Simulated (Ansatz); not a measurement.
# P: the band gap up the ladder of functionals

One table from this session's results is given with a row withheld; the runs are named, their logs left out.

Code: Ansatz 0.2.0. PAW datasets, plane waves. Spin-unpolarised throughout. Whether this structure exists isn't addressed.

**The system as given**

The cell was relaxed beforehand with r2SCAN.

The sheet's in-plane cell has a = 4.627 Å, b = 3.292 Å (γ = 90.0°), and its outermost atoms lie 2.08 Å apart along the normal. Near P stand 3 P at 2.21–2.25 Å.

The structure in full:

```
CELL_PARAMETERS angstrom
4.62749 0.00000 0.00000
0.00000 3.29186 0.00000
0.00000 0.00000 27.81958
ATOMIC_POSITIONS crystal
P 0.09124 0.00000 0.37893
P 0.40876 0.50000 0.37893
P 0.59124 0.50000 0.30404
P 0.90876 0.00000 0.30404
```
The sheet repeats along a and b alone.

Set-up of the first run:

File input.yaml:

```yaml
crystal:
  lattice:
    - [4.6274948433, 0.0, 0.0]
    - [0.0, 3.2918638654, 0.0]
    - [0.0, 0.0, 27.8195791164]
  atoms:
    - { symbol: P, position: [0.0912379111, 0.0, 0.3789328437] }
    - { symbol: P, position: [0.4087620889, 0.5, 0.3789328437] }
    - { symbol: P, position: [0.5912379111, 0.5, 0.3040393868] }
    - { symbol: P, position: [0.9087620889, 0.0, 0.3040393868] }
  periodic: [true, true, false]
kpoints:
  mp_grid: { grid: [6, 8, 1] }
  band_path:
    path: [[0, 0, 0], [0.5, 0, 0], [0.5, 0.5, 0], [0, 0.5, 0], [0, 0, 0]]
    npoints: 10
hamiltonian:
  xc: pbe
scf:
  occupations: { method: fermi_dirac, width: 0.02 }
  n_extra_bands: 5
output:
  forces: true
  stress: true
  eigenvalues: true
```

Command:

```bash
$ ansatz run input.yaml --threads 4 --pin off --max-ram 5529MiB --backend cpu --events-out ev --progress --plain --runs-dir out
```

Among the steps run: PBE bands along the symmetry lines; r2SCAN at the same geometry; HSE06 at the same geometry; PBE0; LDA at the same geometry; r2SCANh; Single point with r2SCAN0.

One of the session's tables, all rows but one given; the rest of the session is left out.

```
  level  gap (eV)
    PBE      0.91
 r2SCAN      1.09
  HSE06      1.59
   PBE0      2.28
    LDA      0.82
r2SCANh      1.59
r2SCAN0         ?
```

Estimate the missing values for r2SCAN0.

Worked estimate for «gap (eV)». Against the share of exact exchange, r2SCAN (0, 1.09), r2SCANh (0.1, 1.59) give a slope of 5.00 per unit share; at 0.25 the line stands at 2.34.

**Answer.** gap (eV): 2.37. In «gap (eV)» the line misses by -0.03.

Meshes: PBE 6×8×1, r2SCAN 6×8×1, HSE06 4×6×1, PBE0 4×6×1, LDA 6×8×1, r2SCANh 4×6×1, r2SCAN0 4×6×1

What this shows: LDA gives the least gap, 0.82 eV, and r2SCAN0 the largest, 2.37 eV. Against HSE06, PBE is short by 0.68 eV, at 57 % of it, and r2SCAN 68 %. PBE0 lies 0.68 eV above HSE06, which differs from it by screening the long-range exchange.

Limits of these values: Warnings in the runs' records: stress exchange threshold loose, stress scf threshold loose, xc potential rough in thin density.
